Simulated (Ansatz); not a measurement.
**Abstraction of F: C2H5FMg + CHF2 → C2H5Mg + CHF3**

Gas-phase species: C2H5FMg `C[CH2][Mg][F]`, singlet; CHF2 (difluoromethyl radical) `F[CH]F`, doublet; C2H5Mg `C[CH2][Mg]`, doublet; CHF3 (trifluoromethane) `FC(F)F`, singlet. A radical takes F: the energy is the difference in strength between the Mg–F bond broken and the C–F bond made.

Shapes, held fixed at every level: PBE0-D4/def2-TZVP. Programs: Ansatz 0.2.0. The zero-point and thermal change to 298 K, harmonic and unscaled (PBE0-D4/def2-TZVP), is +6.0 kJ/mol.

Estimate ΔH(298 K) of this reaction.

The highest level, CCSD(T)/def2-TZVPP, gives ΔH(298 K) = +53.6 kJ/mol; the levels span +17.5 to +62.9. The column of differences is taken from that level and isn't an error. No measured value is set beside it here. Open shells run unrestricted. Outer-core shells of Mg are correlated, in sets that cover them unevenly. Sets without diffuse functions underbind ionic bonds of s-block metals.

```csv
level,kind,ΔH(298 K) (kJ/mol),less CCSD(T)/def2-TZVPP
MP2/def2-SVP,perturbation theory,+57.8,+4.2
HF/def2-SVP,Hartree–Fock,+59.2,+5.6
SPW92/def2-TZVPP,LDA,+17.5,-36.1
PBE-D4/def2-TZVPP,GGA,+48.0,-5.6
r2SCAN-D4/def2-TZVPP,meta-GGA,+60.7,+7.1
wB97X-V/def2-TZVPP,range-separated hybrid,+62.9,+9.3
CCSD(T)/def2-TZVPP,coupled cluster or CI,+53.6,0.0
```
